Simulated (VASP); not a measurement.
# How a change of volume changes GaSb (F-43m), part 2 of 2

Wanted: the response of GaSb to a change of volume, as a table, with a fit that predicts a row left out.

VASP 6.6.1, plane waves and PAW; the level of theory is named at each step.

So far: The structure; Relax the crystal, PBEsol; Relax at fixed volume, PBEsol; Band edges, TB-mBJ with spin-orbit coupling; Band edges, r2SCAN with spin-orbit coupling.

**5. Band edges, r2SCAN with spin-orbit coupling (continued)**

Level of this step: r2SCAN, spin-orbit coupling; plane waves and PAW (Ga_d, Sb) (VASP).

Parts of OUTCAR (step 5):

```text
  Total        0.8268723      0.8268723      0.8268723      0.0000000      0.0000000      0.0000000
  in kB       23.9210128     23.9210128     23.9210128      0.0000000      0.0000000      0.0000000
  external PRESSURE =      23.9210128 kB  Pullay stress =       0.0000000 kB

 POSITION                                       TOTAL-FORCE (eV/Angst)
 -----------------------------------------------------------------------------------
      0.00000      0.00000      0.00000        -0.000000      0.000000     -0.000000
      1.51269      1.51269      1.51269         0.000000     -0.000000      0.000000
 -----------------------------------------------------------------------------------
    total drift:                               -0.000003     -0.000003     -0.000002

  FREE ENERGIE OF THE ION-ELECTRON SYSTEM (eV)
  ---------------------------------------------------
  free  energy   TOTEN  =       -37.6386768256 eV

  energy  without entropy=      -37.6386768256  energy(sigma->0) =      -37.63867683

[... 2 parts as in an earlier step ...]

[... 1 further part left out ...]
[key lines of the parts left out:]
E-fermi :   5.3631
```

This run gave:

| Property | Result |
| --- | --- |
| energy(sigma→0) of the program | -37.6387 eV |
| stress, compression positive | xx, yy, zz 2.39, 2.39, 2.39 GPa |

The run ends at a pressure of 2.39 GPa.

**6. The table**

The other members went through these steps as far as the tables show, with the same cutoff and, step by step, the same mesh; 24 runs are not shown. The session took 3.9 core hours (wall time by ranks) on a shared machine.

| volume over the relaxed volume | volume (Å³/atom) | pressure (GPa) | energy above the unstrained row (meV/atom) |
| --- | --- | --- | --- |
| 0.940 | 26.835 | 3.686 | 19.156 |
| 0.955 | 27.263 | 2.632 | 10.520 |
| 0.970 | 27.691 | 1.666 | 4.604 |
| 0.985 | 28.119 | 0.779 | 1.172 |
| 1 | 28.547 | -0.002 | 0.000 |
| 1.015 | 28.976 | -0.730 | 0.787 |
| 1.030 | 29.404 | -1.419 | 3.510 |
| 1.045 | 29.832 | -2.050 | 7.970 |
| 1.060 | 30.260 | -2.627 | 14.071 |

A cubic of the pressure in ln(V/V₀) through all rows has the slope −B at V₀: B = 51 GPa, and its curvature gives B′ = 4.8.

Band edges at TB-mBJ with spin-orbit coupling, counted from the valence-band top at Γ, spin-orbit pairs averaged, with one row partly withheld:

| volume over the relaxed volume | gap (eV) | conduction band at Γ (eV) | Δ or X valley along z (eV) | lowest conduction level at L, [111] (eV) | second valence level below the top (eV) | third valence level below the top (eV) |
| --- | --- | --- | --- | --- | --- | --- |
| 0.940 | 0.921 | 1.127 | 1.037 | 0.922 | 0.000 | 0.694 |
| 0.955 | 0.890 | ? | 1.068 | 0.891 | 0.000 | 0.689 |
| 0.970 | 0.859 | 0.892 | 1.097 | 0.860 | 0.000 | 0.684 |
| 0.985 | 0.779 | 0.779 | 1.123 | 0.830 | 0.000 | 0.679 |
| 1 | 0.668 | 0.668 | 1.146 | 0.800 | 0.000 | 0.675 |
| 1.015 | 0.560 | 0.560 | 1.168 | 0.771 | 0.000 | 0.670 |
| 1.030 | 0.454 | 0.454 | 1.188 | 0.742 | 0.000 | 0.666 |
| 1.045 | 0.351 | 0.351 | 1.206 | 0.714 | 0.000 | 0.662 |
| 1.060 | 0.250 | 0.250 | 1.223 | 0.686 | 0.000 | 0.658 |

Conduction masses, in electron masses (the axis is [001]):

| volume over the relaxed volume | L [111] mass, longitudinal | L [111] mass, transverse along [1-10] |
| --- | --- | --- |
| 0.940 | 1.733 | 0.107 |
| 0.955 | 1.746 | 0.106 |
| 0.970 | 1.754 | 0.106 |
| 0.985 | 1.785 | 0.105 |
| 1 | 1.742 | 0.105 |
| 1.015 | 1.751 | 0.104 |
| 1.030 | 1.751 | 0.104 |
| 1.045 | 1.715 | 0.103 |
| 1.060 | 1.765 | 0.103 |

Band edges at r2SCAN with spin-orbit coupling, counted from the valence-band top at Γ, spin-orbit pairs averaged:

| volume over the relaxed volume | gap (eV) | conduction band at Γ (eV) | Δ or X valley along z (eV) | lowest conduction level at L, [111] (eV) | second valence level below the top (eV) | third valence level below the top (eV) |
| --- | --- | --- | --- | --- | --- | --- |
| 0.940 | 0.611 | 0.727 | 0.753 | 0.612 | 0.000 | 0.703 |
| 0.955 | 0.574 | 0.604 | 0.780 | 0.575 | 0.000 | 0.699 |
| 0.970 | 0.483 | 0.483 | 0.805 | 0.538 | 0.000 | 0.694 |
| 0.985 | 0.365 | 0.365 | 0.828 | 0.503 | 0.000 | 0.690 |
| 1 | 0.251 | 0.251 | 0.849 | 0.469 | 0.000 | 0.686 |
| 1.015 | 0.139 | 0.139 | 0.869 | 0.436 | 0.000 | 0.682 |

Conduction masses, in electron masses (the axis is [001]):

| volume over the relaxed volume | L [111] mass, longitudinal | L [111] mass, transverse along [1-10] |
| --- | --- | --- |
| 0.940 | 1.732 | 0.091 |
| 0.955 | 1.730 | 0.090 |
| 0.970 | 1.703 | 0.089 |
| 0.985 | 1.689 | 0.088 |
| 1 | 1.666 | 0.087 |
| 1.015 | 1.665 | 0.086 |

**7. Working out the slope**

The quantity to fit is the conduction level at Γ above the mean of the three top valence levels at TB-mBJ with spin-orbit coupling: 1.359, 1.120, 1.005, 0.893, 0.783, 0.676, 0.572, 0.470 eV in the rows shown.

A least-squares parabola through the 8 rows shown, with u the logarithm of the volume ratio: E = 2.202 u² − 7.393 u + 0.8930 (eV), r.m.s. residual 1.7e-4 eV.

For the withheld row, u = -0.04604, the fit gives 1.2380 eV.

**8. Prediction against calculation**

The calculation gives 1.2381 eV, so the prediction is 0.0001 eV too low.

**9. What came out**

```json
{
 "bulk modulus": "51 GPa",
 "gap of the unstrained cell, TB-mBJ with spin-orbit coupling": "0.67 eV",
 "gap of the unstrained cell, r2SCAN with spin-orbit coupling": "0.25 eV",
 "dE/d ln V of the conduction level at Γ above the mean of the three top valence levels, TB-mBJ with spin-orbit coupling": "-7.39 eV",
 "error of the predicted row": "-0.1 meV"
}
```

**Reading.** At TB-mBJ with spin-orbit coupling the lowest conduction valley is in turn L, Γ from the first row to the last, and the gap runs between 0.25 and 0.92 eV. At r2SCAN with spin-orbit coupling the lowest conduction valley is in turn L, Γ from the first row to the last, and the gap runs between 0.14 and 0.61 eV. At r2SCAN with spin-orbit coupling the gap falls under 0.05 eV in some or all rows, where bands may have changed order, so 3 rows at and beyond those points are left out of its table. The gap at PBEsol is under 0.05 eV in some or all rows and is left out; the elastic columns come from such cells and can be uneven. Hole masses are left out throughout, since the top bands are degenerate or cross in many series; of conduction masses, those of the Γ, L and (for Si and Ge under (001) strain) Δ valleys are kept where they change by under an eighth between rows. TB-mBJ is a potential fitted for gaps; it has no energy functional, so its total energies and forces mean nothing, and its bands tend to come out too narrow. r2SCAN opens gaps somewhat over GGA but leaves them below measured values as a rule. Δ or X levels are the lowest on their line, refined by a parabola unless they lie at X; the gap is read from all points sampled and can differ from the lowest valley by some meV, or by tens of meV where strain moves the valence top off Γ. Temperature, zero-point motion and excitons are left out.

[Lines on the potential files, build, host, timing and source positions are cut from VASP's logs without a mark.]

[Logs are printed without paths, hosts, clocks, repeated set-up lines and the standing remarks that a program may print on its own settings, such as how far it seeks lower states.]

[Hosts, paths, dates, database ids (printed as entryN), source tags and the programs' standing remarks are cut or masked in the printed files.]

[In band tables of VASP the shares of atoms and orbitals are scaled to a sum of 1 inside the atoms' spheres.]
